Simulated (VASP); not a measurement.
Output of a VASP run:

OUTCAR:
```
 ion  position               nearest neighbor table
   1  0.000  0.000  0.000-
   2  0.500  0.500  0.500-
  LATTYP: Found a simple cubic cell.
 ALAT       =     4.7171744868
 Subroutine PRICEL returns:
 Original cell was already a primitive cell.
 Subroutine GETGRP returns: Found 48 space group operations
The static configuration has the point symmetry O_h .
The dynamic configuration has the point symmetry O_h .
 Subroutine INISYM returns: Found 48 space group operations
 Subroutine IBZKPT returns following result:
 Found     10 irreducible k-points:

 Following reciprocal coordinates:
            Coordinates               Weight
  0.000000  0.000000  0.000000      1.000000
  0.250000  0.000000  0.000000      6.000000
  0.500000  0.000000  0.000000      3.000000
  0.250000  0.250000  0.000000     12.000000
  0.500000  0.250000  0.000000     12.000000
  0.500000  0.500000  0.000000      3.000000
  0.250000  0.250000  0.250000      8.000000
  0.500000  0.250000  0.250000     12.000000
  0.500000  0.500000  0.250000      6.000000
  0.500000  0.500000  0.500000      1.000000
 Subroutine IBZKPT_HF returns following result:
   k-points           NKPTS =     10   k-points in BZ     NKDIM =     64   number of bands    NBANDS=     12
   number of dos      NEDOS =    301   number of ions     NIONS =      2
   total plane-waves  NPLWV =  46656
   dimension x,y,z NGX =    36 NGY =   36 NGZ =   36
   dimension x,y,z NGXF=    72 NGYF=   72 NGZF=   72
   ions per type =               1   1
   PREC   = accura    normal or accurate (medium, high low for compatibility)
   ISTART =      1    job   : 0-new  1-cont  2-samecut
   ICHARG =      0    charge: 1-file 2-atom 10-const
   ISPIN  =      1    spin polarized calculation?
   LNONCOLLINEAR =      F non collinear calculations
   LSORBIT =      F    spin-orbit coupling
   INIWAV =      1    electr: 0-lowe 1-rand  2-diag
   ENCUT  =  520.0 eV  38.22 Ry    6.18 a.u.   8.77  8.77  8.77*2*pi/ulx,y,z
   NELM   =     60;   NELMIN=  2; NELMDL=  0     # of ELM steps
   EDIFF  = 0.1E-05   stopping-criterion for ELM
   LREAL  =      F    real-space projection
   NLSPLINE    = F    spline interpolate recip. space projectors
   LMAXMIX     =    4 max onsite mixed and CHGCAR
   VOSKOWN=      0    Vosko Wilk Nusair interpolation
   EDIFFG = 0.1E-04   stopping-criterion for IOM
   NSW    =      0    number of steps for IOM
   NBLOCK =      1;   KBLOCK =      1    inner block; outer block
   IBRION =     -1    ionic relax: 0-MD 1-quasi-New 2-CG
   NFREE  =      0    steps in history (QN), initial steepest desc. (CG)
   ISIF   =      2    stress and relaxation
   ISYM   =      3    0-nonsym 1-usesym 2-fastsym
   TEIN   =    0.0    initial temperature
   TEBEG  =    0.0;   TEEND  =   0.0 temperature during run
   SMASS  =  -3.00    Nose mass-parameter (am)
   PSTRESS=    0.0 pullay stress
   NELECT =      16.0000    total number of electrons
   EFERMI =   0.00;   METHOD = LEGACY
   ISMEAR =     0;   SIGMA  =   0.05  broadening in eV -4-tet -1-fermi 0-gaus
   IALGO  =     38    algorithm
   LDIAG  =      T    sub-space diagonalisation (order eigenvalues)
   IMIX   =      1    mixing-type and parameters
     AMIX     =   0.40;   BMIX     =  1.00
     AMIX_MAG =   1.60;   BMIX_MAG =  1.00
     AMIN     =   0.10
   GGA     = PS    functional components
   VOSKOWN =     0    Vosko Wilk Nusair interpolation
   LHFCALC =     T    Hartree Fock is set to
   NKREDX  =     1    reduce k-point grid by
   AEXX    =    0.2500 exact exchange contribution
   HFSCREEN=    0.2000 screening length (either q_TF or 0.3 A-1)
   HFRCUT  =    0.0000 spherical cutoff for potential kernel
   AGGAX   =    0.7500 GGA exchange part
   ALDAC   =    1.0000 LDA correlation
   AGGAC   =    1.0000 GGA correlation
  energy-cutoff  :      520.00
  volume of cell :      104.97
      direct lattice vectors                 reciprocal lattice vectors
...
```

OSZICAR:
```
       N       E                     dE             d eps       ncg     rms          rms(c)
DAV:   1    -0.651803030902E+01   -0.65180E+01   -0.49969E-01   240   0.641E+00    0.319E+00
DAV:   2    -0.651944779990E+01   -0.14175E-02   -0.61001E-03   256   0.615E-01    0.193E+00
DAV:   3    -0.651873541492E+01    0.71238E-03   -0.56299E-04   272   0.177E-01    0.113E+00
DAV:   4    -0.651849474837E+01    0.24067E-03   -0.18016E-04   260   0.957E-02    0.647E-01
DAV:   5    -0.651841688134E+01    0.77867E-04   -0.54708E-05   260   0.565E-02    0.372E-01
DAV:   6    -0.651839205459E+01    0.24827E-04   -0.15788E-05   328   0.317E-02    0.215E-01
DAV:   7    -0.651838465344E+01    0.74011E-05   -0.45737E-06   252   0.174E-02    0.124E-01
DAV:   8    -0.651838261651E+01    0.20369E-05   -0.14087E-06   140   0.106E-02    0.723E-02
DAV:   9    -0.651838232949E+01    0.28702E-06   -0.88599E-07   128   0.810E-03
   1 F= -.65183823E+01 E0= -.65183823E+01  d E =-.109191E-14
```

OUTCAR:
```
------------------------ aborting loop because EDIFF is reached ----------------------------------------
  FORCE on cell =-STRESS in cart. coord.  units (eV):
  Direction    XX          YY          ZZ          XY          YZ          ZX
  --------------------------------------------------------------------------------------
  Total       -0.7701509     -0.7701509     -0.7701509     -0.0000000      0.0000000      0.0000000
  in kB      -11.7554860    -11.7554860    -11.7554860     -0.0000000      0.0000000      0.0000000
  external PRESSURE =     -11.7554860 kB  Pullay stress =       0.0000000 kB
  volume of cell :      104.97
      direct lattice vectors                 reciprocal lattice vectors
     4.717174487  0.000000000  0.000000000     0.211991310  0.000000000  0.000000000
     0.000000000  4.717174487  0.000000000     0.000000000  0.211991310  0.000000000
     0.000000000  0.000000000  4.717174487     0.000000000  0.000000000  0.211991310
 POSITION                                       TOTAL-FORCE (eV/Angst)
 -----------------------------------------------------------------------------------
      0.00000      0.00000      0.00000         0.000000      0.000000      0.000000
      2.35859      2.35859      2.35859         0.000000      0.000000      0.000000
 -----------------------------------------------------------------------------------
    total drift:                               -0.000153     -0.000331     -0.000239
  FREE ENERGIE OF THE ION-ELECTRON SYSTEM (eV)
  ---------------------------------------------------
  free  energy   TOTEN  =        -6.5183823295 eV

  energy  without entropy=       -6.5183823295  energy(sigma->0) =       -6.51838233

  exchange ACFDT corr.  =         0.00000000  see jH, gK, PRB 81, 115126
```
(Selected blocks of OUTCAR.)

### POSCAR
```
CsI
1
    4.7171744868     0.0000000000     0.0000000000
    0.0000000000     4.7171744868     0.0000000000
    0.0000000000     0.0000000000     4.7171744868
Cs I
1 1
Direct
  0.0000000000   0.0000000000   0.0000000000
  0.5000000000   0.5000000000   0.5000000000
```

Question: Reconstruct the remaining input files.

Answer: Several could match; the one computed here: the input of the run itself, HSEsol screened hybrid, plane waves, VASP's PBE PAW potentials (set 64).

File KPOINTS:
```
Automatic mesh
0
Gamma
4 4 4
0 0 0
```

**INCAR**
```
! general
SYSTEM    =  CsI
PREC      =  Accurate
ENCUT     =  520   ! plane-wave cut-off (eV)
LREAL     =  .False.
LASPH     =  .True.   ! aspherical one-centre terms
ISYM      =  3

! electronic loop
EDIFF     =  1E-6   ! SCF stop (eV)
NELM      =  60
ALGO      =  Normal   ! blocked Davidson
LMAXMIX   =  4   ! l cut-off of mixed one-centre charges

! smearing
ISMEAR    =  0   ! Gaussian
SIGMA     =  0.05

! functional
GGA       =  PS   ! PBEsol
LHFCALC   =  .True.
AEXX      =  0.25
HFSCREEN  =  0.2   ! 1/Angstrom
PRECFOCK  =  Fast

! ions
ISIF      =  2

! output
LWAVE     =  .False.
LCHARG    =  .False.
```

POTCAR, in this order: Cs_sv I (PBE.64 set). Program: vasp_std. Read from the step before: WAVECAR.

The compound is CsI in the CsCl type structure. This cell is one point of a volume scan, at 1.03 of the reference volume. The cell's shape comes from a PBE relaxation.
